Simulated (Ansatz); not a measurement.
# CoO: the cost of one run

Computed with Ansatz 0.2.0 (DFT PBE, scalar-relativistic, plane waves, PAW, unless a step's input says otherwise).

3 further runs of the same task are left out: 3 set aside as unsound or not needed.

## Step 1: The structure to begin with

Symmetry: R3m, No. 160, trigonal system. The conventional cell has a = 3.205 Å, b = 3.205 Å, c = 7.647 Å, α = 90.00°, β = 90.00°, γ = 120.00°. Co (site symmetry 3m) is surrounded by 4 O at 1.89 to 1.96 Å. O (site symmetry 3m) has 4 Co at 1.89 to 1.96 Å as nearest neighbours.

Coordinates:

```cif
data_structure
_symmetry_space_group_name_H-M 'P 1'
_symmetry_Int_Tables_number 1
_cell_length_a 5.4235
_cell_length_b 5.4235
_cell_length_c 5.4235
_cell_angle_alpha 34.369
_cell_angle_beta 34.369
_cell_angle_gamma 34.369
_cell_volume 45.34
loop_
_atom_site_label
_atom_site_type_symbol
_atom_site_fract_x
_atom_site_fract_y
_atom_site_fract_z
_atom_site_occupancy
Co1 Co 0.99931 0.99931 0.99931 1
Co2 Co 0.49931 0.49931 0.49931 1
O1 O 0.37569 0.37569 0.37569 1
O2 O 0.87569 0.87569 0.87569 1
```

It goes back to an entry of the Materials Project, which need not be the stable form.

It is the result of an earlier relaxation at this level (volume 11.34 Å³/atom; gap on the mesh: 0.05 eV, site moments up to 2.0 μB).

## Step 2: -1 GPa

File input.yaml:

```yaml
crystal:
  lattice:
    - [1.6076194578, 0.9281595267, 5.1148385564]
    - [-1.6076194578, 0.9281595267, 5.1148385564]
    - [0.0, -1.8563190535, 5.1148385564]
  atoms:
    - { symbol: Co, position: [0.9993077702, 0.9993077702, 0.9993077702], spin: -2.25 }
    - { symbol: Co, position: [0.4993077512, 0.4993077512, 0.4993077512], spin: 2.25 }
    - { symbol: O, position: [0.3756917424, 0.3756917424, 0.3756917424], spin: -0.15 }
    - { symbol: O, position: [0.8756920862, 0.8756920862, 0.8756920862], spin: 0.15 }
basis:
  ecutwfc: 420
kpoints:
  mp_grid: { grid: [12, 12, 12] }
hamiltonian:
  xc: pbe
scf:
  occupations: { method: gaussian, width: 0.01 }
output:
  forces: true
  stress: true
  eigenvalues: true
  populations: true
magnetization:
  spin_polarized: true
relax:
  adjacent_minimum: "off"
  f_tol: 0.008
  max_steps: 50
  cell: { stress_tol: 0.08, p_target: -1.0 }
```

The run is started by

```sh
> ansatz run input.yaml --threads 1 --pin off --max-ram 2560MiB --backend cpu --events-out ev --progress --plain --runs-dir out
```

What time and memory should one allow on 1 thread of Intel Xeon at 2.70GHz, shared host?

About 3.6 min, with a peak of 0.72 GiB.
